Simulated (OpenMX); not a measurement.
CaO:

```
CELL_PARAMETERS angstrom
0.00000 2.40356 2.40356
2.40356 0.00000 2.40356
2.40356 2.40356 0.00000
ATOMIC_POSITIONS crystal
Ca 0.00000 0.00000 0.00000
O 0.50000 0.50000 0.50000
```

The cell is a database's computed one.

Base run:

```yaml
Program: OpenMX 3.8.5
Functional: PBE
Potentials_or_basis: OpenMX 2013 PBE set, Ca9.0-s3p2d1, O6.0-s2p2d1, grid cutoff 400 Ry
k_mesh: 11 × 11 × 11
Occupations: fermi-dirac, width 0.05 eV
Spin: no spin polarisation
```

Its results: band gap on the k mesh 3.14 eV, indirect (least direct gap 3.72 eV); pressure -0.7 GPa.

**Question.** The run is repeated on the same cell with these changes: potentials or basis from OpenMX 2013 PBE set, Ca9.0-s3p2d1, O6.0-s2p2d1, grid cutoff 400 Ry to OpenMX 2013 PBE set, Ca9.0-s3p2, O6.0-s2p2, grid cutoff 400 Ry. What comes out?

**Answer.** Band gap on the k mesh 3.27 eV, indirect (least direct gap 3.29 eV); pressure 24.9 GPa.

Caveats: the basis of atomic orbitals isn't converged, which shifts pressures, moduli and gaps; an odd mesh through Γ misses points on the zone boundary, where band edges often lie (some runs); so large a pressure means that the cell lies far from this level's equilibrium, or that cutoff or potentials fall short (some runs).

Not every run made on this cell is shown here.
